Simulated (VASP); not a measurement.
# P (Cmce) in VASP: further runs

One crystal, P, is run at these levels: PBE+D3(BJ), LDA, PBE; tasks: relaxation of cell and atoms, single point.

All numbers are computed with VASP 6.6.1; they aren't measurements. Logs are shortened: lines on timing, memory, paths and dates and some standing lists are left out, and cuts for length are marked.

### Step 1. The crystal as given

The structure is orthorhombic, space group Cmce (No. 64). The conventional cell has a = 3.310 Å, b = 10.500 Å, c = 4.380 Å, α = 90.00°, β = 90.00°, γ = 90.00°. P (site symmetry m) is surrounded by 3 P at 2.17 to 2.20 Å.

### Step 2. Relaxation of cell and atoms, PBE+D3(BJ)

INCAR

```
ALGO = Fast
EDIFF = 1E-6
EDIFFG = -0.01
ENCUT = 600
GGA = PE
IBRION = 2
ISIF = 3
ISMEAR = 0
ISYM = 2
IVDW = 12
KPAR = 4
LASPH = T
LCHARG = F
LREAL = F
LWAVE = F
NELM = 120
NSW = 80
PREC = Accurate
SIGMA = 0.02
```

KPOINTS

```
k-points
0
Gamma
  10 10 7
```

POSCAR

```
P
1.0
    1.6550000000     -5.2500000000      0.0000000000
    1.6550000000      5.2500000000      0.0000000000
    0.0000000000      0.0000000000      4.3800000000
P
4
Direct
    0.0980000000      0.9020000000      0.0900000000
    0.5980000000      0.4020000000      0.4100000000
    0.9020000000      0.0980000000      0.9100000000
    0.4020000000      0.5980000000      0.5900000000
```

Potentials or basis: VASP PAW PBE potentials, release 64 (P).

Command:

```
cat potpaw_PBE.64/P/POTCAR > POTCAR
mpirun -np 4 vasp_std > vasp.out
```

OUTCAR:

```text
EDIFF = 1E-6
   EDIFFG = -0.01
   ENCUT = 600
   GGA = PE
   IBRION = 2
   ISIF = 3
   ISMEAR = 0
   ISYM = 2
   IVDW = 12
   LASPH = T
   LREAL = F
   NELM = 120
   NSW = 80
   PREC = Accurate
 IVDW          = 12

 ion  position               nearest neighbor table
   1  0.098  0.902  0.090-   2 2.17   2 2.17   3 2.20
   2  0.598  0.402  0.410-   1 2.17   1 2.17   4 2.20
   3  0.902  0.098  0.910-   4 2.17   4 2.17   1 2.20
   4  0.402  0.598  0.590-   3 2.17   3 2.17   2 2.20

  LATTYP: Found a base centered orthorhombic cell.
 ALAT       =     3.3100000000
 B/A-ratio  =     3.1722054381
 C/A-ratio  =     1.3232628399

  Lattice vectors:

 A1 = (   1.6550000000,  -5.2500000000,   0.0000000000)
 A2 = (   1.6550000000,   5.2500000000,   0.0000000000)
 A3 = (   0.0000000000,   0.0000000000,   4.3800000000)

Analysis of symmetry for initial positions (statically):
=====================================================================
 Subroutine PRICEL returns:
 Original cell was already a primitive cell.

 Routine SETGRP: Setting up the symmetry group for a
 base centered orthorhombic supercell.

 Subroutine GETGRP returns: Found  8 space group operations
 (whereof  4 operations were pure point group operations)
 out of a pool of  8 trial point group operations.

The static configuration has the point symmetry C_2h.
 The point group associated with its full space group is D_2h.

Analysis of symmetry for dynamics (positions and initial velocities):
=====================================================================
 Subroutine PRICEL returns:
 Original cell was already a primitive cell.

 Routine SETGRP: Setting up the symmetry group for a
 base centered orthorhombic supercell.

 Subroutine GETGRP returns: Found  8 space group operations
 (whereof  4 operations were pure point group operations)
 out of a pool of  8 trial point group operations.

The dynamic configuration has the point symmetry C_2h.
 The point group associated with its full space group is D_2h.

 Subroutine INISYM returns: Found  8 space group operations
 (whereof  4 operations are pure point group operations),
 and found     1 'primitive' translations

----------------------------------------------------------------------------------------

                                     Primitive cell

  volume of cell :      76.1135

  direct lattice vectors                    reciprocal lattice vectors
     1.655000000 -5.250000000  0.000000000     0.302114804 -0.095238095  0.000000000
     1.655000000  5.250000000  0.000000000     0.302114804  0.095238095  0.000000000
     0.000000000  0.000000000  4.380000000     0.000000000  0.000000000  0.228310502

  length of vectors
     5.504682098  5.504682098  4.380000000     0.316770657  0.316770657  0.228310502

  position of ions in fractional coordinates (direct lattice)
     0.098000000  0.902000000  0.090000000
     0.598000000  0.402000000  0.410000000
     0.902000000  0.098000000  0.910000000
     0.402000000  0.598000000  0.590000000

  ion indices of the primitive-cell ions
   primitive index   ion index
                 1           1
                 2           2
                 3           3
                 4           4

----------------------------------------------------------------------------------------

 KPOINTS: k-points

Automatic generation of k-mesh.
 Grid dimensions read from file:
 generate k-points for:   10   10    7

 Generating k-lattice:

  Cartesian coordinates                     Fractional coordinates (reciprocal lattice)
     0.030211480 -0.009523810  0.000000000     0.100000000  0.000000000  0.000000000
     0.030211480  0.009523810  0.000000000     0.000000000  0.100000000  0.000000000
     0.000000000  0.000000000  0.032615786     0.000000000  0.000000000  0.142857143

  Length of vectors
     0.031677066  0.031677066  0.032615786

  Shift w.r.t. Gamma in fractional coordinates (k-lattice)
     0.000000000  0.000000000  0.000000000

 Subroutine IBZKPT returns following result:
 ===========================================

 Found    124 irreducible k-points:

 Following reciprocal coordinates:
            Coordinates               Weight
  0.000000  0.000000  0.000000      1.000000
  0.100000  0.000000  0.000000      4.000000
  0.200000  0.000000  0.000000      4.000000
  0.300000 -0.000000  0.000000      4.000000
  0.400000 -0.000000  0.000000      4.000000
  0.500000 -0.000000  0.000000      2.000000
[... 16 lines left out ...]
  0.300000  0.300000  0.000000      2.000000
  0.400000  0.300000  0.000000      4.000000
 [... further k-points ...]
   k-points           NKPTS =    124   k-points in BZ     NKDIM =    124   number of bands    NBANDS=     14
   number of dos      NEDOS =    301   number of ions     NIONS =      4
   total plane-waves  NPLWV =  82944
   dimension x,y,z NGX =    48 NGY =   48 NGZ =   36
   dimension x,y,z NGXF=    96 NGYF=   96 NGZF=   72
   ions per type =               4
   NGX,Y,Z   is equivalent  to a cutoff of  14.50, 14.50, 13.66 a.u.
   NGXF,Y,Z  is equivalent  to a cutoff of  28.99, 28.99, 27.33 a.u.
 SYSTEM =  unknown system
   PREC   = accura    normal or accurate (medium, high low for compatibility)
   ISTART =      0    job   : 0-new  1-cont  2-samecut
   ICHARG =      2    charge: 1-file 2-atom 10-const
   ISPIN  =      1    spin polarized calculation?
   LNONCOLLINEAR =      F non collinear calculations
   LSORBIT =      F    spin-orbit coupling
   LASPH  =      T    aspherical Exc in radial PAW
   ENCUT  =  600.0 eV  44.10 Ry    6.64 a.u.  10.99 10.99  8.75*2*pi/ulx,y,z
   NELM   =    120;   NELMIN=  2; NELMDL= -5     # of ELM steps
   EDIFF  = 0.1E-05   stopping-criterion for ELM
   LREAL  =      F    real-space projection
   EDIFFG = -.1E-01   stopping-criterion for IOM
   NSW    =     80    number of steps for IOM
   IBRION =      2    ionic relax: 0-MD 1-quasi-New 2-CG
   NFREE  =      1    steps in history (QN), initial steepest desc. (CG)
   ISIF   =      3    stress and relaxation
   ISYM   =      2    0-nonsym 1-usesym 2-fastsym
   POTIM  = 0.5000    time-step for ionic-motion
   TEBEG  =    0.0;   TEEND  =   0.0 temperature during run
   PSTRESS=    0.0 pullay stress
   NELECT =      20.0000    total number of electrons
   NUPDOWN=      -1.0000    fix difference up-down
   EMIN   =  10.00;   EMAX   =-10.00  energy-range for DOS
   EFERMI =   0.00;   METHOD = LEGACY
   ISMEAR =     0;   SIGMA  =   0.02  broadening in eV -4-tet -1-fermi 0-gaus
   EFERMI_NEDOS =   21; number of points for ismear=-14 and -15
   IALGO  =     68    algorithm
   IMIX   =      4    mixing-type and parameters
     AMIX     =   0.40;   BMIX     =  1.00
     AMIX_MAG =   1.60;   BMIX_MAG =  1.00
  volume/ion in A,a.u.               =      19.03       128.41
  Fermi-wavevector in a.u.,A,eV,Ry     =   1.048571  1.981511 14.959611  1.099500
  Thomas-Fermi vector in A             =   2.183498
   LORBIT       =      0    0 simple, 1 ext, 2 COOP (PROOUT), +10 PAW based schemes
   GGA     = PE    functional components
   LHFCALC =     F    Hartree Fock is set to
   AEXX    =    0.0000 exact exchange contribution
   IVDW    =    12    specifies the selected vdW correction
   LEPSILON=     F    determine dielectric tensor
   LRPA    =     F    only Hartree local field effects (RPA)
 conjugate gradient relaxation of ions
 non-spin polarized calculation
 RMM-DIIS sequential band-by-band and
 Gauss-broadening in eV      SIGMA  =   0.02
  energy-cutoff  :      600.00
  volume of cell :       76.11
 maximum number of plane-waves:      2566
 NGX is ok and might be reduce to    48
   NGX = 21   NGY = 21   NGZ = 17

--------------------------------------- Ionic step        1  -------------------------------------------

 number of electron      19.9999998 magnetization

 Free energy of the ion-electron system (eV)
  ---------------------------------------------------
  ext. energy  EPLUGINS =         0.00000000
  ---------------------------------------------------
  free energy    TOTEN  =       -21.35900579 eV

  energy without entropy =      -21.35900579  energy(sigma->0) =      -21.35900579

------------------------ aborting loop because EDIFF is reached ----------------------------------------

 Edisp (eV)   -1.46586

 E8    (eV) :    -0.5548

  FORCE on cell =-STRESS in cart. coord.  units (eV):
  Direction    XX          YY          ZZ          XY          YZ          ZX
  --------------------------------------------------------------------------------------
  -------------------------------------------------------------------------------------
  Total       0.58113     1.33678     1.98095     0.00000     0.00000     0.00000
  in kB      12.23262    28.13899    41.69882     0.00000     0.00000     0.00000
  external pressure =       27.36 kB  Pullay stress =        0.00 kB
[... 103 lines left out ...]
  FREE ENERGIE OF THE ION-ELECTRON SYSTEM (eV)
  ---------------------------------------------------
  free  energy   TOTEN  =       -22.9052086052 eV

  energy  without entropy=      -22.9052050419  energy(sigma->0) =      -22.90520682

 E-fermi :   6.8095     XC(G=0):  -9.8953

 val. band max:        6.7911920018   @ k =   0.5000   0.4000   0.0000
 cond. band min:       6.8111267568   @ k =   0.5000   0.4000   0.0000
 fundamental gap:      0.0199347550
 Fermi energy:         6.8095391334

 k-point     1 :       0.0000    0.0000    0.0000
  band No.  band energies     occupation
      1      -9.2376      2.00000
      2      -6.2097      2.00000
      3      -2.8483      2.00000
      4      -0.3297      2.00000
      5       1.6559      2.00000
      6       2.0573      2.00000
      7       2.8160      2.00000
      8       3.7703      2.00000
      9       4.3100      2.00000
     10       5.3478      2.00000
     11       7.4062      0.00000
     12       7.9951      0.00000
     13       8.8282      0.00000
     14       9.8846      0.00000
[... 375 lines left out ...]
 k-point    24 :       0.4000    0.3000    0.0000
  band No.  band energies     occupation
      1      -7.9361      2.00000
      2      -5.6042      2.00000
      3      -4.0163      2.00000
      4      -0.4444      2.00000
      5       0.7849      2.00000
      6       1.3754      2.00000
      7       1.9767      2.00000
      8       2.9318      2.00000
      9       4.9375      2.00000
     10       5.3248      2.00000
     11       6.9975      0.00000
     12       7.6994      0.00000
     13       8.9015      0.00000
     14       9.6218      0.00000

 [... further k-points ...]

[... ionic steps 4 to 13 ...]

--------------------------------------- Ionic step       14  -------------------------------------------

 number of electron      20.0000000 magnetization

------------------------ aborting loop because EDIFF is reached ----------------------------------------

 Edisp (eV)   -1.58948

 E8    (eV) :    -0.6019
[... 73 lines left out ...]
  energy  without entropy=      -22.9690642731  energy(sigma->0) =      -22.96910767

--------------------------------------- Ionic step       16  -------------------------------------------

 number of electron      20.0000000 magnetization

 Free energy of the ion-electron system (eV)
  ---------------------------------------------------
  ext. energy  EPLUGINS =         0.00000000
  ---------------------------------------------------
  free energy    TOTEN  =       -21.37784990 eV

  energy without entropy =      -21.37776754  energy(sigma->0) =      -21.37780872

 E-fermi :   7.4855     XC(G=0): -10.2573

 val. band max:        7.3870680393   @ k =  -0.4000   0.3000   0.0000
 cond. band min:       7.4875250037   @ k =   0.5000   0.1000   0.0000
 fundamental gap:      0.1004569644
 Fermi energy:         7.4854733095

 k-point     1 :       0.0000    0.0000    0.0000
  band No.  band energies     occupation
      1      -8.6273      2.00000
      2      -5.2831      2.00000
      3      -1.7685      2.00000
      4       0.1000      2.00000
      5       2.2920      2.00000
      6       3.1436      2.00000
      7       3.3067      2.00000
      8       4.5294      2.00000
      9       4.7357      2.00000
     10       6.0287      2.00000
     11       8.4146      0.00000
     12       8.6316      0.00000
     13       9.3008      0.00000
     14      10.8419      0.00000
[... 375 lines left out ...]
 k-point    24 :       0.4000    0.3000    0.0000
  band No.  band energies     occupation
      1      -7.2357      2.00000
      2      -5.0265      2.00000
      3      -3.3697      2.00000
      4       0.2859      2.00000
      5       1.8287      2.00000
      6       2.2692      2.00000
      7       2.7396      2.00000
      8       3.8611      2.00000
      9       5.7640      2.00000
     10       5.8364      2.00000
     11       7.6074      0.00000
     12       8.2310      0.00000
     13       9.3440      0.00000
     14      10.6737      0.00000

 [... further k-points ...]

------------------------ aborting loop because EDIFF is reached ----------------------------------------

 Edisp (eV)   -1.59133

 E8    (eV) :    -0.6026

  FORCE on cell =-STRESS in cart. coord.  units (eV):
  Direction    XX          YY          ZZ          XY          YZ          ZX
  --------------------------------------------------------------------------------------
  -------------------------------------------------------------------------------------
  Total       0.00554     0.00315     0.01781     0.00000     0.00000     0.00000
  in kB       0.12570     0.07142     0.40436     0.00000     0.00000     0.00000
  external pressure =        0.20 kB  Pullay stress =        0.00 kB
[... 19 lines left out ...]
  FREE ENERGIE OF THE ION-ELECTRON SYSTEM (eV)
  ---------------------------------------------------
  free  energy   TOTEN  =       -22.9691780996 eV

  energy  without entropy=      -22.9690957439  energy(sigma->0) =      -22.96913692

 reached required accuracy - stopping structural energy minimisation
```

Run time: 4.7 min. Hardware: 4 MPI ranks of Intel Xeon Platinum 8488C (Sapphire Rapids), shared host; peak memory 0.38 GiB.

Results:

| Quantity | Value |
| --- | --- |
| Free energy | -22.9692 eV |
| Relaxed volume | 17.64 Å³/atom |
| Relaxed cell | a = 5.362 Å, b = 5.362 Å, c = 4.171 Å, α = 90.00°, β = 90.00°, γ = 143.96° |
| Space group after relaxing (to 0.05 Å) | Cmce (No. 64) |
| Energy gained by relaxing | 36.1 meV/atom |
| Ionic steps | 16 |
| Pressure after relaxing | 0.0 GPa |
| Largest force after relaxing | 0.004 eV/Å |
| Band gap on the k mesh | none (metal or under the smearing width) |
| Dispersion energy per atom | -0.398 eV |

Forces on the atoms (eV/Å):
```
P    0.000 -0.002 -0.003
P    0.000 -0.002  0.003
P    0.000  0.002  0.003
P    0.000  0.002 -0.003
```

The path:
```
step  energy change (eV)  largest force (eV/Å)  pressure (GPa)  volume (Å³)
   1              0.0000                0.9682            2.74        76.11
   2             -0.0540                0.2998           -3.74        79.74
   3             -0.0803                0.1716           -1.57        78.41
   4             -0.1002                0.0879           -0.81        76.88
   5             -0.1018                0.0619           -0.54        76.34
   6             -0.1123                0.1377            0.01        75.17
   7             -0.1212                0.3071            1.18        72.92
   8             -0.1262                0.2775            0.99        72.69
   9             -0.1373                0.1856            0.48        71.99
  10             -0.1430                0.0337           -0.45        70.57
  11             -0.1436                0.0404           -0.24        70.89
  12             -0.1441                0.0110           -0.13        70.75
  13             -0.1442                0.0224           -0.05        70.65
  14             -0.1442                0.0244           -0.05        70.65
  15             -0.1443                0.0127           -0.01        70.60
  16             -0.1443                0.0036            0.02        70.56
```

Final structure:
```
CELL_PARAMETERS angstrom
1.65884 -5.09887 0.00000
1.65884 5.09887 0.00000
0.00000 0.00000 4.17130
ATOMIC_POSITIONS crystal
P 0.10605 0.89395 0.07264
P 0.60605 0.39395 0.42736
P 0.89395 0.10605 0.92736
P 0.39395 0.60605 0.57264
```

Levels at points of the mesh, in eV from the Fermi level:
| k point | band 7 | band 8 | band 9 | band 10 | band 11 | band 12 | band 13 | band 14 |
| --- | --- | --- | --- | --- | --- | --- | --- | --- |
| (0.00, 0.00, 0.00) | -4.18 | -2.96 | -2.75 | -1.46 | 0.93 | 1.15 | 1.82 | 3.36 |
| (0.50, 0.00, 0.00) | -3.31 | -3.31 | -2.75 | -2.75 | 0.74 | 0.74 | 1.01 | 1.01 |
| (0.50, 0.50, 0.00) | -4.46 | -2.27 | -1.89 | -0.43 | 0.39 | 0.56 | 2.38 | 3.07 |

Caveat: pairwise dispersion overbinds metals, which lowers pressure and volume.

### Step 3. Single point, LDA

This run uses another cell than the first one, of 17.64 Å³/atom, 0.927 times its volume.

INCAR

```
ALGO = Fast
EDIFF = 1E-6
ENCUT = 450
ISIF = 2
ISMEAR = 0
KPAR = 4
LASPH = True
LCHARG = False
LREAL = False
LWAVE = False
NBANDS = 18
NELM = 120
PREC = Accurate
SIGMA = 0.02
```

KPOINTS is that of step 2.

POSCAR

```
P                                       
1.0
    1.6588370446     -5.0988726779     -0.0000000000
    1.6588370446      5.0988726779      0.0000000000
    0.0000000000     -0.0000000000      4.1712965232
  P             
     4
Direct
     0.1060452640824326    0.8939547359175675    0.0726360135275234
     0.6060452640824325    0.3939547359175674    0.4273639864724766
     0.8939547359175675    0.1060452640824326    0.9273639864724765
     0.3939547359175674    0.6060452640824325    0.5726360135275235
```

Potentials or basis: VASP PAW LDA potentials, release 64 (P).

Command:

```
cat potpaw_LDA.64/P/POTCAR > POTCAR
mpirun -np 4 vasp_std > vasp.out
```

It took 23 s on 4 MPI ranks of Intel Xeon Platinum 8488C (Sapphire Rapids), shared host; peak memory 0.21 GiB.

The run converged. Its results:

| Item | Value |
| --- | --- |
| Free energy | -24.1123 eV |
| Pressure | -1.1 GPa |
| Largest force | 0.075 eV/Å |
| Band gap on the k mesh | none (metal or under the smearing width) |

Forces in eV/Å, atoms in the order of the input:
```
P    0.000  0.056  0.050
P    0.000  0.056 -0.050
P    0.000 -0.056 -0.050
P    0.000 -0.056  0.050
```

Stress tensor (GPa, compression positive):
```
-1.38  0.00  0.00
 0.00 -0.80  0.00
 0.00  0.00 -1.10
```

Levels at points of the mesh, in eV from the Fermi level:
```
           k point  band 6  band 7  band 8  band 9  band 10  band 11  band 12  band 13  band 14  band 15
(0.00, 0.00, 0.00)   -4.23   -4.10   -2.90   -2.67    -1.39     0.95     1.16     1.83     3.39     5.41
(0.50, 0.00, 0.00)   -5.05   -3.23   -3.23   -2.67    -2.67     0.74     0.74     1.02     1.02     3.33
(0.50, 0.50, 0.00)   -5.25   -4.38   -2.18   -1.82    -0.43     0.45     0.60     2.39     3.11     5.68
```

[end of part 1 of 2]
